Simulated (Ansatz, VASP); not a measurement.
**One calculation of CdTe, two programs**

The input INCAR:

```
ALGO = Normal ; EDIFF = 1E-6
ENCUT = 520 ; GGA = PE
ISIF = 2 ; ISMEAR = -1
LASPH = True ; LCHARG = False
LREAL = False ; LWAVE = False
NBANDS = 16 ; NELM = 100
PREC = Accurate ; SIGMA = 0.08
```

File KPOINTS:

```
k-points
0
Gamma
  11 11 11
```

The input POSCAR:

```
CdTe
1.0
    0.0000000000      2.8506970984      2.8506970984
    2.8506970984      0.0000000000      2.8506970984
    2.8506970984      2.8506970984      0.0000000000
Cd Te
1 1
Direct
    0.0000000000      0.0000000000      0.0000000000
    0.2500000000      0.2500000000      0.2500000000
```

Input for Ansatz:

```yaml
crystal:
  lattice:
    - [0.0, 2.8506970984, 2.8506970984]
    - [2.8506970984, 0.0, 2.8506970984]
    - [2.8506970984, 2.8506970984, 0.0]
  atoms:
    - { symbol: Cd, position: [0.0, 0.0, 0.0] }
    - { symbol: Te, position: [0.25, 0.25, 0.25] }
kpoints:
  mp_grid: { grid: [11, 11, 11] }
scf:
  occupations: { method: fermi_dirac, width: 0.08 }
hamiltonian:
  xc: pbe
  pseudopotentials: { kind: paw }
output:
  forces: true
  stress: true
  eigenvalues: true
  populations: true
```

Change from the starting cell: volume scaled by 0.64, PAW files.

Alike in both runs: task single point; functional PBE; k mesh 11 × 11 × 11; occupations fermi-dirac, width 0.08 eV; no spin polarisation.

|  | VASP | Ansatz |
| --- | --- | --- |
| version | VASP 6.6.1 | Ansatz 0.2.0 |
| potentials or method | VASP PAW PBE potentials, release 64 (Cd, Te) | PAW with Ansatz's default frozen-core files, scalar-relativistic |
| plane-wave cutoff (eV) | 520 | 420 |
| valence electrons in the cell | 18 | 36 |

```csv
,VASP,Ansatz,Ansatz less VASP
pressure (GPa),46.2,45.7,-0.56
```

With one functional, cell and mesh, what is left measures potentials, basis and numerics. The two sets of potentials don't hold the same shells in valence.

Caveats: so large a pressure means that the cell lies far from this level's equilibrium, or that cutoff or potentials fall short (VASP); spin-orbit coupling is left out, which moves the levels of the heavy elements; an odd mesh through Γ misses points on the zone boundary, where band edges often lie.
